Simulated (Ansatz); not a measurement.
# Hf: properties at the relaxed cell

An exercise on one series of results from a longer session: the logs are not shown, and one member is left open.

Program: Ansatz 0.2.0. Level of theory: DFT PBEsol, scalar-relativistic, plane waves, PAW. These are calculated values, not measurements.

1 further run of the same task is left out (set aside as unsound or not needed).

## The structure to begin with

The structure is hexagonal, space group P6_3/mmc (No. 194). The conventional cell has a = 3.159 Å, b = 3.159 Å, c = 5.000 Å, α = 90.00°, β = 90.00°, γ = 120.00°. Hf (site symmetry -6m2) has 12 Hf at 3.09 to 3.16 Å as nearest neighbours.

As a file:

```cif
data_structure
_symmetry_space_group_name_H-M 'P 1'
_symmetry_Int_Tables_number 1
_cell_length_a 3.1587
_cell_length_b 3.1587
_cell_length_c 5.0001
_cell_angle_alpha 90.000
_cell_angle_beta 90.000
_cell_angle_gamma 120.000
_cell_volume 43.20
loop_
_atom_site_label
_atom_site_type_symbol
_atom_site_fract_x
_atom_site_fract_y
_atom_site_fract_z
_atom_site_occupancy
Hf1 Hf 0.33333 0.66667 0.25000 1
Hf2 Hf 0.66667 0.33333 0.75000 1
```

This cell was relaxed beforehand with the same method: volume 21.60 Å³/atom, gap on the mesh none (metal).

The first run:

File input.yaml:

```yaml
crystal:
  lattice:
    - [3.1586731909, 0.0, 0.0]
    - [-1.5793365955, 2.7354912256, 0.0]
    - [0.0, 0.0, 5.0000752581]
  atoms:
    - { symbol: Hf, position: [0.3333333333, 0.6666666667, 0.25] }
    - { symbol: Hf, position: [0.6666666667, 0.3333333333, 0.75] }
basis:
  ecutwfc: 420
kpoints:
  mp_grid: { grid: [18, 18, 8] }
  band_path:
    path:
      - [[0.0, 0.0, 0.0], [0.5, 0.0, 0.0], [0.33333333, 0.33333333, 0.0], [0.0, 0.0, 0.0], [0.0, 0.0, 0.5], [0.5, 0.0, 0.5], [0.33333333, 0.33333333, 0.5], [0.0, 0.0, 0.5]]
      - [[0.5, 0.0, 0.5], [0.5, 0.0, 0.0]]
      - [[0.33333333, 0.33333333, 0.5], [0.33333333, 0.33333333, 0.0]]
    npoints: 14
hamiltonian:
  xc: pbesol
scf:
  occupations: { method: gaussian, width: 0.1 }
  n_extra_bands: 6
output:
  forces: true
  stress: true
  eigenvalues: true
  populations: true
  dos: { projected: true, de: 0.02, nscf_kmesh: { grid: [27, 27, 12] } }
  bader: true
  write_density: true
  write_potential: true
  elf: true
  volumetric_format: npy
```

Launch:

```
$ ansatz run input.yaml --threads 1 --pin off --max-ram 2560MiB --backend cpu --events-out ev --progress --plain --runs-dir out
```

Among the steps run: Bands, states and charges; Point at V/V0 = 0.97; The cell scaled to 1.03 of its volume; Point at V/V0 = 0.94; Volume × 1.06.

One of the session's tables, all rows but one given; the rest of the session is left out.

It belongs to the step «Fit of the equation of state». 

| volume (Å³/atom) | energy above the lowest point (meV/atom) | pressure (GPa) |
| --- | --- | --- |
| 20.306 | 30.2 | 7.80 |
| 20.954 | 7.2 | 3.65 |
| 21.602 | 0.0 | 0.01 |
| 22.250 | ? | ? |
| 22.898 | 25.3 | -5.97 |

Estimate the missing values for volume (Å³/atom) = 22.250.

Worked estimate for «energy above the lowest point (meV/atom)». A straight line through the neighbours (21.602, 0.0) and (22.898, 25.3) gives 0.0 + (25.3 − 0.0) × (22.250 − 21.602) / (22.898 − 21.602) = 12.7; a parabola fitted to 3 rows on both sides gives 6.0.

The run gave: energy above the lowest point (meV/atom): 6.6; pressure (GPa): -3.19. In «energy above the lowest point (meV/atom)» the line misses by +6.1 and the parabola by -0.6.
